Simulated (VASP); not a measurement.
Crystal: Al.

```
CELL_PARAMETERS angstrom
0.00000 2.02481 2.02481
2.02481 0.00000 2.02481
2.02481 2.02481 0.00000
ATOMIC_POSITIONS crystal
Al 0.00000 0.00000 0.00000
```

```yaml
Program: VASP 6.6.1
Task: relaxation of cell and atoms
Functional: r2SCAN
Potentials_or_basis: VASP PAW PBE potentials, release 64 (Al)
Cutoff: 600 eV
k_mesh: 11 × 11 × 11
Occupations: methfessel-paxton, width 0.1 eV
Spin: no spin polarisation
```

At the start: pressure -3.7 GPa; volume 16.60 Å³/atom.

Where does the relaxation end?

Over 3 steps the energy falls by 8.6 meV/atom and the volume is 15.88 Å³/atom (-4.3 %); space group Fm-3m (No. 225, to 0.05 Å).

Step by step:
| step | energy change (eV) | largest force (eV/Å) | pressure (GPa) | volume (Å³) |
| --- | --- | --- | --- | --- |
| 1 | 0.0000 | 0.0000 | -3.66 | 16.60 |
| 2 | -0.0080 | 0.0000 | 1.07 | 15.71 |
| 3 | -0.0086 | 0.0000 | 0.03 | 15.88 |

Final structure:
```
Al
1.0
     0.00000    1.99514    1.99514
     1.99514    0.00000    1.99514
     1.99514    1.99514    0.00000
Al
1
Direct
  0.00000 0.00000 0.00000
```

The cell as given is a measured one (16.60 Å³/atom); r2SCAN puts the equilibrium volume -4.3 % from it, thermal expansion not counted.

Caveat: the PAW data sets were made with another functional, which shifts forces and pressure a little.
